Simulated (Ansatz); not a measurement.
# HfC (P6_3/mmc) in Ansatz: further runs

The runs below take HfC through band structure, single point, equation of state, with LDA, r2SCAN.

All numbers are computed with Ansatz 0.2.0; they aren't measurements. Logs are shortened: lines on timing, memory, paths and dates and some standing lists are left out, and cuts for length are marked.

### Step 1. Starting point

The structure is hexagonal, space group P6_3/mmc (No. 194). Conventional cell: a = 3.343 Å, b = 3.343 Å, c = 5.203 Å, α = 90.00°, β = 90.00°, γ = 120.00°. Hf (site symmetry -6m2) is surrounded by 6 C at 2.33 Å. C (site symmetry -3m) has 6 Hf at 2.33 Å and 2 C at 2.60 Å as nearest neighbours.

The cell comes from a database or a generator and needn't be the stable form of this composition.

### Step 2. Band structure, LDA

input.yaml

```yaml
crystal:
  lattice:
    - [3.3428660531, 0.0, 0.0]
    - [-1.6714330265, 2.8950069234, 0.0]
    - [0.0, 0.0, 5.202714]
  atoms:
    - { symbol: Hf, position: [0.3333333333, 0.6666666667, 0.25] }
    - { symbol: Hf, position: [0.6666666667, 0.3333333333, 0.75] }
    - { symbol: C, position: [0.0, 0.0, 0.5] }
    - { symbol: C, position: [0.0, 0.0, 0.0] }
hamiltonian:
  xc: lda
  pseudopotentials: { kind: paw }
kpoints:
  mp_grid: { grid: [9, 9, 5] }
  band_path:
    path:
      - [[0.0, 0.0, 0.0], [0.5, 0.0, 0.0], [0.3333333333, 0.3333333333, 0.0], [0.0, 0.0, 0.0], [0.0, 0.0, 0.5], [0.5, 0.0, 0.5], [0.3333333333, 0.3333333333, 0.5], [0.0, 0.0, 0.5]]
      - [[0.5, 0.0, 0.5], [0.5, 0.0, 0.0]]
      - [[0.3333333333, 0.3333333333, 0.0], [0.3333333333, 0.3333333333, 0.5]]
    npoints: 14
scf:
  occupations: { method: fermi_dirac, width: 0.05 }
  n_extra_bands: 10
output:
  forces: true
  stress: true
  eigenvalues: true
  fatbands: true
```

Potentials or basis: Ansatz PAW.

Launch:

```bash
> ansatz run input.yaml --threads 2 --pin off --max-ram 5632MiB --backend cpu --events-out ev --progress --plain --runs-dir out
```

Log:

```text
Warning: RAYON_NUM_THREADS=2 ignored (pool sized by the plan → 2); use --threads N
scf.n_extra_bands = 10 over 30 filled bands (N_el = 60.0): the run solves 40 bands
Engine: ansatz 0.2.0, aarch64-unknown-linux-gnu
Pseudopotentials: kind: paw
Pseudopotential: Hf, paw, valence charge 26, recommended cutoff 420 eV (normal), Hf.paw.azcp
Pseudopotential: C, paw, valence charge 4, recommended cutoff 420 eV (normal), C.paw.azcp
Functional definition: SPW92
  exchange = slater_x
  correlation = pw_c
Crystal: 4 atoms, lattice volume = 50.350 Å³
Basis set: ecut = 420 eV, 977 PW (Γ)
Bands: 40, of which v1, the nominal top of the filled ones, is band 30 counted from 1 (29 counted from 0)
Symmetry: 24 space group operations
Space group: P63/mmc (ITA 194), of the structure as read, at distance tolerance 3.7e-5 Å
k-points: 36 of 405
Non-local potential: Hf, projectors of the file, l = 0: 3, l = 1: 2, l = 2: 2, l = 3: 3
Non-local potential: C, projectors of the file, l = 0: 2, l = 1: 2, l = 2: 1
PAW form: soft (Blöchl's): semilocal exchange-correlation on the pseudo side does not see the compensation charge
PAW frozen core: Hf, regenerated for the run's functional, and the local potential with it (the file was generated under x = pbe(κ = 0.804, μ = 0.2195149727645171), c = pbe(β = 0.06672455060314922))
PAW frozen core: C, regenerated for the run's functional, and the local potential with it (the file was generated under x = pbe(κ = 0.804, μ = 0.2195149727645171), c = pbe(β = 0.06672455060314922))
PAW one-centre angular grid: Hf, 590 points (default); XC on 64 Gauss nodes
PAW one-centre angular grid: C, 110 points (default); XC on 64 Gauss nodes
Initial density: superposition of atomic densities (neutral atoms: chi_scale 0, normalization atom), corrected by the library's trained network
Initial wavefunctions: pseudopotential atomic-orbital guess
Functional: x = slater, c = lda
SCF iter   1: F=—  HF=-31442.916738 eV  |F-HF|=—  |Δ(HF+E_count)|=         —  Δρ=1.36e-2  dr2=1.11e-1  ethr=1.77e-3  ⟨swp⟩=4.9  Hψ=4602  notcnv=0  defer=26
preconditioner: auto → Kerker (q_TF=auto, 2.809 Å⁻¹)  [metal: Δε(μ)=0.090 eV  Ē_g=18.770 eV  σ=0.050 eV  W_gap=0.38  n_scr=22 (ndim 8)  ℏωp=39.2 eV  f_vac=0.000  D(μ)=0.74/eV (n_scr^D=2)]
SCF iter   2: F=—  HF=-31442.894376 eV  |F-HF|=—  |Δ(HF+E_count)|=   2.24e-2  Δρ=5.77e-3  dr2=1.27e-2  ethr=1.85e-4  ⟨swp⟩=2.0  Hψ=1971  notcnv=0  defer=112
SCF iter   3: F=—  HF=-31442.892264 eV  |F-HF|=—  |Δ(HF+E_count)|=   2.11e-3  Δρ=2.37e-3  dr2=1.87e-3  ethr=2.11e-5  ⟨swp⟩=2.0  Hψ=2091  notcnv=0  defer=112
SCF iter   4: F=—  HF=-31442.891163 eV  |F-HF|=—  |Δ(HF+E_count)|=   1.10e-3  Δρ=1.33e-3  dr2=4.10e-4  ethr=3.11e-6  ⟨swp⟩=2.0  Hψ=2312  notcnv=0  defer=112
SCF iter   5: F=—  HF=-31442.891120 eV  |F-HF|=—  |Δ(HF+E_count)|=   4.38e-5  Δρ=2.54e-4  dr2=1.58e-5  ethr=6.83e-7  ⟨swp⟩=2.1  Hψ=2409  notcnv=0  defer=112
SCF iter   6: F=—  HF=-31442.891112 eV  |F-HF|=—  |Δ(HF+E_count)|=   7.74e-6  Δρ=9.97e-5  dr2=2.61e-6  ethr=2.63e-8  ⟨swp⟩=2.9  Hψ=2556  notcnv=0  defer=112
SCF iter   7: F=—  HF=-31442.891107 eV  |F-HF|=—  |Δ(HF+E_count)|=   5.29e-6  Δρ=4.39e-5  dr2=5.27e-7  ethr=4.35e-9  ⟨swp⟩=2.8  Hψ=2476  notcnv=0  defer=112
SCF iter   8: F=—  HF=-31442.891106 eV  |F-HF|=—  |Δ(HF+E_count)|=   6.79e-7  Δρ=1.20e-5  dr2=4.10e-8  ethr=1.67e-10  ⟨swp⟩=8.8  Hψ=7813  notcnv=0
SCF iter   9: F=-31442.891106 eV  HF=-31442.891106 eV  |F-HF|=4.14e-9  |Δ(HF+E_count)|=   7.56e-8  Δρ=1.48e-6  dr2=6.84e-10  ethr=6.83e-11  ⟨swp⟩=5.2  Hψ=5249  notcnv=0
SCF 1 converged in 9 iterations: F = -31442.891106 eV  dr2 = 6.84e-10
NSCF: frozen V_eff on 129 k-points
SCF converged after 9 iterations
Free energy (F): -31442.891106 eV
Harris-Foulkes:  -31442.891106 eV  (|F-HF|=4.14e-9)
Internal energy: -31442.886238 eV  (E = F + TS)
E sigma→0 (E₀):  -31442.888672 eV
Entropy (-TS):   -0.004868 eV (-1.217 meV/atom)
Fermi energy:    20.146372 eV
--- Per-component energies (eV) ---
  E_band       = 205.308841
  E_kinetic    = 1022.823135
  E_local      = -10024.766839  (includes V_loc(G=0)·N_el)
  E_nonlocal   = -2409.121688
  E_hartree    = 4727.251648
  E_xc         = -691.644535
  E_vxc        = -653.410391  (∫ρ·V_xc dr)
  E_paw        = -13554.070857  (= ΣΔE_a)
  E_vpaw       = 2815.283934  (= ΣTr[D̂ρ^β])
  E_aug_tail   = 0.000011  (compensation charges beyond the density's cutoff)
  E_ewald      = -10518.397263
  E_core_change = 5.040150  (= ΣΔE_core)
  E_smearing   = -0.004868  (= −TS)
  E_closure    = 0.000000  (closes the sum)
  Σ components = -31442.891106   (vs F -31442.891106, Δ=0.00e0)
--- Forces (eV/Å), atoms counted from 1 ---
  atom   1  Hf     0.00000000     0.00000000     0.00000000
  atom   2  Hf    -0.00000000    -0.00000000    -0.00000000
  atom   3  C     -0.00000000     0.00000000    -0.00000000
  atom   4  C     -0.00000000    -0.00000000    -0.00000000
  max |Σ_I F_I| component: 3.70e-17 eV/Å
--- Stress (GPa, compression-positive) ---
      -13.717313       0.000000      -0.000000
        0.000000     -13.717313      -0.000000
       -0.000000      -0.000000     -10.370774
  P = ⅓ Tr σ = -12.6018 GPa (-126.018 kbar)
--- Band table (eV; the first three rows and the last of 36) ---
  k-point 0: bands = ["-41.2530", "-41.2035", "-10.4053", "-9.8364", "-9.8364", "-9.7460", "-9.7460", "-9.6612", "7.2870", "8.7195", "8.7335", "8.7349", "8.7413", "8.7413", "8.7775", "8.7775", "8.7843", "8.7843", "8.8017", "8.8029", "8.8029", "8.8045", "8.8079", "11.8616", "13.3556", "17.0952", "17.0952", "19.0454", "19.0454", "21.1734", "21.5685", "21.5685", "22.0402", "22.0402", "22.5099", "23.6379", "24.3149", "28.2292", "28.2292", "28.9996"]
  k-point 1: bands = ["-41.2483", "-41.2083", "-10.3388", "-9.8278", "-9.8278", "-9.7547", "-9.7547", "-9.7373", "7.5353", "8.6883", "8.7385", "8.7391", "8.7391", "8.7492", "8.7699", "8.7699", "8.7870", "8.7870", "8.8048", "8.8076", "8.8115", "8.8115", "8.8181", "10.8857", "14.4721", "17.1375", "17.1375", "18.5397", "18.5397", "20.0682", "22.3770", "22.3770", "22.4686", "22.4686", "22.8226", "23.8597", "24.8870", "27.6209", "27.6209", "27.6623"]
  k-point 2: bands = ["-41.2360", "-41.2207", "-10.1605", "-9.9310", "-9.8052", "-9.8052", "-9.7773", "-9.7773", "8.1717", "8.5991", "8.7406", "8.7406", "8.7500", "8.7515", "8.7515", "8.7559", "8.8036", "8.8036", "8.8057", "8.8067", "8.8139", "8.8139", "8.9312", "9.6295", "16.2245", "17.3411", "17.3411", "17.8160", "17.8160", "18.1468", "23.5785", "23.5785", "23.7002", "23.8257", "23.8257", "24.3160", "25.1738", "25.6284", "25.9570", "25.9570"]
  k-point 35: bands = ["-41.2035", "-41.2035", "-10.2302", "-10.2302", "-10.1788", "-10.0920", "-9.7906", "-9.7906", "8.6747", "8.7112", "8.7485", "8.7485", "8.7707", "8.7707", "8.7730", "8.7808", "8.7844", "8.7844", "8.7856", "8.7856", "8.7914", "8.7914", "10.3238", "10.5434", "15.0898", "15.0898", "17.1431", "17.7250", "17.7250", "18.5126", "21.9261", "21.9261", "23.6302", "23.6302", "26.9571", "27.1610", "27.2785", "27.2785", "28.1674", "28.2740"]
```

bands.tsv:

```text
# k_distance	band_0	band_1	band_2	band_3	band_4	band_5	band_6	band_7	band_8	band_9	band_10	band_11	band_12	band_13	band_14	band_15	band_16	band_17	band_18	band_19	band_20	band_21	band_22	band_23	band_24	band_25	band_26	band_27	band_28	band_29	band_30	band_31	band_32	band_33	band_34	band_35	band_36	band_37	band_38	band_39
[... 149 lines left out ...]
7.741025	-61.349822	-61.349822	-30.386472	-30.386472	-30.281964	-30.281964	-29.926246	-29.926246	-11.453369	-11.453369	-11.397235	-11.397235	-11.375525	-11.375525	-11.370747	-11.370747	-11.362324	-11.362324	-11.359002	-11.359002	-11.357188	-11.357188	-9.714165	-9.714165	-5.109276	-5.109276	-2.357406	-2.357406	-2.341396	-2.341396	1.918403	1.918403	3.294277	3.294277	7.016253	7.016253	7.069853	7.069853	7.940571	7.940571
```

It took 8.2 s on 2 threads of Arm Neoverse V1, shared host; peak memory 0.37 GiB.

Results:

| Quantity | Value |
| --- | --- |
| Free energy | -31442.8911 eV |
| Pressure | -12.6 GPa |
| Band gap on the k mesh | none (metal or under the smearing width) |

Levels at the corners of the path, in eV from the Fermi level:
| point | band 28 | band 29 | band 30 | band 31 | band 32 | band 33 |
| --- | --- | --- | --- | --- | --- | --- |
| Γ | -1.10 | -1.10 | 1.03 | 1.42 | 1.42 | 1.89 |
| M | -3.22 | -1.75 | -1.03 | 1.49 | 4.30 | 4.74 |
| K | -3.51 | -3.51 | 0.60 | 1.03 | 1.03 | 4.91 |
| Γ | -1.10 | -1.10 | 1.03 | 1.42 | 1.42 | 1.89 |
| A | -2.60 | -2.60 | -2.60 | 3.93 | 3.93 | 3.93 |
| L | -2.96 | -2.32 | -2.32 | 1.38 | 1.38 | 4.64 |
| H | -2.36 | -2.34 | -2.34 | 1.92 | 1.92 | 3.29 |
| A | -2.60 | -2.60 | -2.60 | 3.93 | 3.93 | 3.93 |
| L | -2.96 | -2.32 | -2.32 | 1.38 | 1.38 | 4.64 |
| M | -3.22 | -1.75 | -1.03 | 1.49 | 4.30 | 4.74 |
| K | -3.51 | -3.51 | 0.60 | 1.03 | 1.03 | 4.91 |
| H | -2.36 | -2.34 | -2.34 | 1.92 | 1.92 | 3.29 |

Caveat: spin-orbit coupling is left out, which moves the levels of the heavy elements; the PAW data sets come from PBE, with cores solved anew for the run's functional, which leaves a small shift of forces and pressure.

[end of part 1 of 2]
